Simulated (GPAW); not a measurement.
# GaP (R-3m) in GPAW: reference runs

How does GaP come out in PBE? The cell is run as given.

Everything below comes from runs of GPAW 26.7.0. Logs are shortened: lines on timing, memory, paths and dates and some standing lists are left out, and cuts for length are marked. The log counts tension as positive stress, the text compression.

### 1 The structure

The structure is trigonal, space group R-3m (No. 166). Conventional cell: a = 3.886 Å, b = 3.886 Å, c = 19.292 Å, α = 90.00°, β = 90.00°, γ = 120.00°. Ga (site symmetry 3m) has 3 P at 2.40 Å and 1 Ga at 2.49 Å as nearest neighbours. Around P (site symmetry 3m) lie 1 P at 2.21 Å and 3 Ga at 2.40 Å.

Measurements of this composition are mostly on another form, of space group No. 216.

### 2 Single point, PBE

File run.py:

```python
from ase import Atoms
from ase.dft.bandgap import bandgap
from ase.io import write
from ase.units import Bohr, GPa
from gpaw import GPAW, PW
from gpaw.elf import elf_from_dft_calculation

atoms = Atoms(['Ga', 'Ga', 'P', 'P'],
              cell=[[1.9430151755, 1.1218003346, 6.4308101003],
                    [-1.9430151755, 1.1218003346, 6.4308101003],
                    [0.0, -2.2436006692, 6.4308101003]],
              scaled_positions=[[0.564628, 0.564628, 0.564628],
                                [0.435372, 0.435372, 0.435372],
                                [0.942611, 0.942611, 0.942611],
                                [0.057389, 0.057389, 0.057389]],
              pbc=True)

calc = GPAW(mode=PW(600),
            xc='PBE',
            kpts={'size': (8, 8, 8), 'gamma': True},
            occupations={'name': 'fermi-dirac', 'width': 0.05},
            nbands=18,
            convergence={'density': 1e-05, 'energy': 1e-05},
            maxiter=150,
            txt='gpaw.txt')
atoms.calc = calc
energy = atoms.get_potential_energy()
forces = atoms.get_forces()
stress = atoms.get_stress()
calc.write('gs.gpw')
write('result.traj', atoms)
print(f'Energy: {energy:.6f} eV')
print('Forces (eV/A):')
print(forces.round(4))
print('Stress (GPa):', (stress / GPa).round(3))
print('Fermi level:', round(calc.get_fermi_level(), 4), 'eV')
print(f'Gap: {bandgap(calc)[0]:.4f} eV, direct: {bandgap(calc, direct=True)[0]:.4f} eV')

# fields on the real-space grid
write('density.cube', atoms, data=calc.get_pseudo_density() * Bohr**3)
write('potential.cube', atoms, data=calc.get_electrostatic_potential())
write('elf.cube', atoms, data=elf_from_dft_calculation(calc).data)
```

Potentials or basis: GPAW PAW data sets (gpaw-data 1.2.1), pw.

Command:

```
> OMP_NUM_THREADS=1 python run.py
```

gpaw.txt:

```text
__  _  _
 | _ |_)|_||  |
 |__||  | ||/\| - 26.7.0

Input parameters:
  mode=PW(ecut=600.0),
  convergence={'density': 1e-05, 'energy': 1e-05},
  kpts=MonkhorstPack(size=(8, 8, 8), gamma=True),
  maxiter=150,
  nbands=18,
  occupations=Occupations(name='fermi-dirac', width=0.05),
  xc=XC(name='PBE')

Diagonalizing LCAO Hamiltonian
Converting LCAO to pw mode

       P

       Ga

       Ga

       P

Atoms  # Å, Bohr magnetons
|   | symbol |         x |         y |         z |    initial magnetic moments |
|---|--------|-----------|-----------|-----------|-----------------------------|
| 0 |     Ga | -0.000000 |  0.000000 | 10.893046 | ( 0.0000,  0.0000,  0.0000) |
| 1 |     Ga |  0.000000 |  0.000000 |  8.399384 | ( 0.0000,  0.0000,  0.0000) |
| 2 |      P |  0.000000 |  0.000000 | 18.185257 | ( 0.0000,  0.0000,  0.0000) |
| 3 |      P |  0.000000 | -0.000000 |  1.107173 | ( 0.0000,  0.0000,  0.0000) |

Unit cell  # Å
| periodic |         x |         y |        z |  lengths |    angles |
|----------|-----------|-----------|----------|----------|-----------|
|      yes |  1.943015 |  1.121800 | 6.430810 | 6.810952 | 33.150942 |
|      yes | -1.943015 |  1.121800 | 6.430810 | 6.810952 | 33.150942 |
|      yes |  0.000000 | -2.243601 | 6.430810 | 6.810952 | 33.150942 |

Number of symmetries: 12
Symmetry operations  # r_c * U_cc + t_c -> r_c
|    | kind |            matrix            |
|----|------|------------------------------|
|  0 |  E   |  1, 0, 0,  0, 1, 0,  0, 0, 1 |
|  1 |  σ   |  1, 0, 0,  0, 0, 1,  0, 1, 0 |
|  2 |  σ   |  0, 1, 0,  1, 0, 0,  0, 0, 1 |
|  3 |  C3  |  0, 1, 0,  0, 0, 1,  1, 0, 0 |
|  4 |  C3  |  0, 0, 1,  1, 0, 0,  0, 1, 0 |
|  5 |  σ   |  0, 0, 1,  0, 1, 0,  1, 0, 0 |
|  6 |  C2  |  0, 0,-1,  0,-1, 0, -1, 0, 0 |
|  7 |  S6  |  0, 0,-1, -1, 0, 0,  0,-1, 0 |
|  8 |  S6  |  0,-1, 0,  0, 0,-1, -1, 0, 0 |
|  9 |  C2  |  0,-1, 0, -1, 0, 0,  0, 0,-1 |
| 10 |  C2  | -1, 0, 0,  0, 0,-1,  0,-1, 0 |
| 11 |  i   | -1, 0, 0,  0,-1, 0,  0, 0,-1 |

BZ-sampling:
  Number of BZ points: 512
  Number of IBZ points: 65

  Monkhorst-Pack size: [8, 8, 8]
  Monkhorst-Pack shift: [0.0625, 0.0625, 0.0625]

K-points  # in reciprocal-cell coordinates
|     |                                coordinates |     weight |
|-----|--------------------------------------------|------------|
|   0 | (  0.00000000,   0.00000000,   0.00000000) | 0.00195312 |
|   1 | (  0.12500000,   0.00000000,  -0.12500000) | 0.01171875 |
|   2 | (  0.12500000,   0.00000000,   0.00000000) | 0.01171875 |
|   3 | (  0.12500000,   0.12500000,  -0.12500000) | 0.01171875 |
|   4 | (  0.12500000,   0.12500000,   0.00000000) | 0.01171875 |
|   5 | (  0.12500000,   0.12500000,   0.12500000) | 0.00390625 |
|   6 | (  0.25000000,  -0.12500000,  -0.12500000) | 0.01171875 |
|   7 | (  0.25000000,   0.00000000,  -0.25000000) | 0.01171875 |
|   8 | (  0.25000000,   0.00000000,  -0.12500000) | 0.02343750 |
|   9 | (  0.25000000,   0.00000000,   0.00000000) | 0.01171875 |
| ... |                                            |            |
|  64 | (  0.50000000,   0.50000000,   0.50000000) | 0.00195312 |

Plane wave coefficients: 2833
Cutoff: 600.0 eV

Spin-components: 1 (collinear spins)
Bands:           18
Projectors:      20
Spin-degeneracy: 2
Datatype:        complex128

Density:
  Valence electrons: 16.0
  Components: 1
  Grid points: [40 40 40]
  Charge: 0.0  # |e|

Potential:
  Grid points: [40 40 40]

species:
  Ga:
    name:    Gallium
    Z:       31.0
    valence: 3
    core:    28
    charge:  0.0  # [|e|]
    compensation charges:
      type: gauss
      rc: 0.37  # [Å]
      lmax: 2
    cutoffs:
      filter: 2.06  # [Å]
      core: 4.17  # [Å]
    projectors
    | kind |    occ | energy [eV] | rcut [Å] |
    |------|--------|-------------|----------|
    |   4s |  2.000 |      -8.945 |    1.164 |
    |   4p |  1.000 |      -2.580 |    1.164 |
    |    s |        |      18.266 |    1.164 |
    |    p |        |      24.631 |    1.164 |
    |    d |        |       0.000 |    1.164 |

    Using partial waves for Ga as LCAO basis

  P:
    name:    Phosphorus
    Z:       15.0
    valence: 5
    core:    10
    charge:  0.0  # [|e|]
    compensation charges:
      type: gauss
      rc: 0.30  # [Å]
      lmax: 2
    cutoffs:
      filter: 1.69  # [Å]
      core: 1.81  # [Å]
    projectors
    | kind |    occ | energy [eV] | rcut [Å] |
    |------|--------|-------------|----------|
    |   3s |  2.000 |     -13.968 |    0.953 |
    |   3p |  3.000 |      -5.506 |    0.953 |
    |    s |        |      13.244 |    0.953 |
    |    p |        |      21.705 |    0.953 |
    |    d |        |       0.000 |    0.953 |

    Using partial waves for P as LCAO basis

Reference energy: -124375.170375  # eV

eigensolver:
  PPCG
  Converge bands: occupied
  niter=2

density mixing:
  MSR1-Mixer
  Pratt-step length: 0.05
  Maximum mixing coefficient: 0.75
  Old densities: 10
  SVD Regularization: 0.005
  Good broyden scale: 1.0
  Trust region scale: 1.0
  Backstep threshold: 4.0
  History deletion threshold: 6.0
  Fourier metric: weight=20.0, sigma=0.015

occupation numbers:
  Fermi-Dirac:
    width: 0.0500  # eV

poisson solver:
  ecut: 4800.0  # eV

xc functional:
  name: PBE with 2 nearest neighbor stencil

convergence criteria:
- Maximum integral of absolute [dens]ity change: 1e-05 electrons / valence electron
- Maximum [total energy] change in last 3 cyles: 1e-05 eV / valence electron
- Maximum integral of absolute [eigenst]ate change: 4e-08 eV^2 / valence electron
maximum number of iterations: 150

SCF iterations
|iter     | |      energy | eigst |  dens |
|---------|-|-------------|-------|-------|
|iter:   1| |  -17.777626 | -0.14 |       |
|iter:   2| |  -17.759341 | -2.08 | -0.88 |
|iter:   3| |  -17.620186 | -2.10 | -0.91 |
|iter:   4| |  -17.619096 | -3.26 | -1.48 |
|iter:   5| |  -17.618656 | -3.92 | -2.11 |
|iter:   6| |  -17.618450 | -4.87 | -2.47 |
|iter:   7| |  -17.618532 | -5.92 | -2.85 |
|iter:   8| |  -17.618533c| -7.50c| -3.91 |
|iter:   9| |  -17.618534c| -8.50c| -4.36 |
|iter:  10| |  -17.618534c| -8.29c| -4.99 |
|iter:  11| |  -17.618534c| -9.38c| -5.83c|

Converged in 11 steps
Energy contributions relative to reference atoms: (reference = -124375.170375)

Energy contributions:
  Kinetic:          38.511058
  Coulomb:         -33.776208
  Zero:              0.015284
  External:          0.000000
  Xc:              -22.368667
  Entropy:          -0.000003
  Spinorbit:         0.000000
  ----------------------------
  Free energy:     -17.618535
  Extrapolated:    -17.618534

dipole moment: (0.000000, 0.000000, -0.000269)  # |e|*Ang

Fermi level: 5.340
Eigenvalues  # (at kpt = [0.000, 0.000, 0.000])
| band index |      eig [eV] | occ [0-2] |
|------------|---------------|-----------|
|          0 |        -8.205 |     2.000 |
|          1 |        -5.558 |     2.000 |
|          2 |        -2.202 |     2.000 |
|          3 |         3.111 |     2.000 |
|          4 |         3.111 |     2.000 |
|          5 |         4.679 |     2.000 |
[... 8 lines left out ...]
|         14 |         9.338 |     0.000 |
|         15 |        13.042 |     0.000 |
|        ... |               |           |
|         17 |        13.758 |     0.000 |

Gap: 0.837 eV
Transition (v -> c):
  (s=0, k=0, n=7, [0.00, 0.00, 0.00]) -> (s=0, k=60, n=8, [0.50, 0.50, 0.00])
Direct/indirect transitions are different
Direct gap: 1.161 eV
Transition at: (s=0, k=5, n=7, [0.12, 0.12, 0.12])

Forces  # eV/Ang
|        x |       y |        z |
|----------|---------|----------|
| -0.00000 | 0.00000 | -0.15022 |  # Ga   0
|  0.00000 | 0.00000 |  0.15022 |  # Ga   1
|  0.00000 | 0.00000 |  0.06145 |  # P    2
| -0.00000 | 0.00000 | -0.06145 |  # P    3

Stress tensor  # eV/Ang^3
|         x |         y |         z |
|-----------|-----------|-----------|
| -0.009675 | -0.000000 | -0.000000 |
| -0.000000 | -0.009675 | -0.000000 |
| -0.000000 | -0.000000 | -0.007087 |

# Writing to gs.gpw (mode='')
```

Run time: 2.1 min. Hardware: 1 thread of Arm Neoverse V2, shared host; peak memory 0.3 GiB.

What came out:

```
Free energy            : -17.6185 eV
Pressure               : 1.4 GPa
Largest force          : 0.150 eV/Å
Band gap on the k mesh : 0.84 eV, indirect (least direct gap 1.16 eV)
```

Forces on the atoms (eV/Å):
```
Ga   0.000  0.000 -0.150
Ga   0.000  0.000  0.150
P    0.000  0.000  0.061
P    0.000  0.000 -0.061
```

Caveat: the program warned that so skewed a cell can give wrong results. A k mesh can miss the band edges.
